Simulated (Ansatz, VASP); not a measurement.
# Two plane-wave programs on GaN

```xyz
4
Lattice="3.2827 0.0000 0.0000 -1.6414 2.8429 0.0000 0.0000 0.0000 5.1967" Properties=species:S:1:pos:R:3 pbc="T T T"
Ga    1.6414    0.9476    2.5828
Ga    0.0000    1.8953    5.1811
N     1.6414    0.9476    4.5627
N     0.0000    1.8953    1.9643
```

Change from the starting cell: biaxial strain in the a-b plane, c and atoms relaxed: +2.0 %.

Alike in both runs: functional PBE; k mesh 12 × 12 × 6; occupations gaussian, width 0.02 eV; no spin polarisation.

Ansatz relaxed the structure, and its values are those at the end. VASP's run is a single point on that final structure, the one shown.

|  | VASP | Ansatz |
| --- | --- | --- |
| version | VASP 6.6.1 | Ansatz 0.2.0 |
| potentials or method | VASP PAW PBE potentials, release 64 (Ga_d, N) | scalar-relativistic, plane waves, PAW |
| plane-wave cutoff (eV) | 520 | 420 |
| valence electrons in the cell | 36 | 36 |

```tsv
	VASP	Ansatz	Ansatz less VASP
gap on the k mesh at the Fermi level (eV)	1.47	1.47	-0.003
least direct gap on the mesh (eV)	1.47	1.47	-0.003
pressure (GPa)	-4.8	-4.9	-0.14
```

The functional is the same, so the differences come from potentials, cutoffs and numerics.
